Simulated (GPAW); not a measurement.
C:

```
C
1.0
     2.52210    0.00000    0.00000
    -1.26105    2.18420    0.00000
     0.00000    0.00000    8.23710
C
8
Cartesian
  1.2611 0.7281 6.9501
  0.0000 1.4561 2.8315
  0.0000 1.4561 1.2870
  1.2611 0.7281 5.4056
  0.0000 0.0000 7.4649
  0.0000 0.0000 3.3463
  0.0000 0.0000 0.7722
  0.0000 0.0000 4.8908
```

This is a hexagonal form of diamond, not graphite.

| Quantity | Value |
| --- | --- |
| Program | GPAW 26.7.0 |
| Task | relaxation of cell and atoms |
| Functional | BLYP |
| Potentials or basis | PAW data sets generated in the run's folder for this functional |
| Cutoff | 800 eV |
| Basis | pw |
| k mesh | 7 × 7 × 2 |
| Occupations | fermi-dirac, width 0.05 eV |
| Spin | no spin polarisation |

At the start: pressure 11.1 GPa; volume 5.67 Å³/atom.

Task: How do energy, volume and symmetry change on relaxing?

Result: Over 22 steps the energy falls by 8.2 meV/atom and the volume is 5.82 Å³/atom (+2.6 %); space group P6_3/mmc (No. 194, to 0.05 Å).

Step by step:
| step | energy change (eV) | largest force (eV/Å) | pressure (GPa) | volume (Å³) |
| --- | --- | --- | --- | --- |
| 1 | 0.0000 | 0.3377 | 11.15 | 45.38 |
| 2 | -0.0123 | 0.1596 | 10.45 | 45.44 |
| 3 | -0.0247 | 0.0990 | 9.16 | 45.58 |
| 4 | -0.0340 | 0.2565 | 7.35 | 45.77 |
| 5 | -0.0473 | 0.2329 | 5.15 | 46.00 |
| 6 | -0.0602 | 0.1062 | 2.76 | 46.25 |
| 7 | -0.0642 | 0.1298 | 0.36 | 46.52 |
| 8 | -0.0645 | 0.1138 | 0.35 | 46.52 |
| 9 | -0.0649 | 0.0839 | 0.34 | 46.52 |
| 10 | -0.0654 | 0.0486 | 0.33 | 46.52 |
| 11 | -0.0656 | 0.0103 | 0.32 | 46.52 |
| 12 | -0.0655 | 0.0401 | 0.29 | 46.53 |
| 13 | -0.0655 | 0.0388 | 0.29 | 46.53 |
| 14 | -0.0655 | 0.0363 | 0.28 | 46.53 |
| 15 | -0.0655 | 0.0325 | 0.28 | 46.53 |
| 16 | -0.0655 | 0.0277 | 0.27 | 46.53 |
| 17 | -0.0656 | 0.0221 | 0.27 | 46.53 |
| 18 | -0.0656 | 0.0158 | 0.26 | 46.53 |
| 19 | -0.0656 | 0.0112 | 0.25 | 46.53 |
| 20 | -0.0656 | 0.0060 | 0.24 | 46.53 |
| 21 | -0.0657 | 0.0055 | 0.23 | 46.53 |
| 22 | -0.0657 | 0.0117 | 0.21 | 46.54 |

Final structure:
```
CELL_PARAMETERS angstrom
2.53554 0.00000 0.00000
-1.26777 2.19584 0.00000
0.00000 0.00000 8.35822
ATOMIC_POSITIONS crystal
C 0.66667 0.33333 0.84451
C 0.33333 0.66667 0.34451
C 0.33333 0.66667 0.15549
C 0.66667 0.33333 0.65549
C 0.00000 0.00000 0.90700
C 0.00000 0.00000 0.40700
C 0.00000 0.00000 0.09300
C 0.00000 0.00000 0.59300
```

Caveat: the k mesh is coarse; later steps reuse the first step's grids.
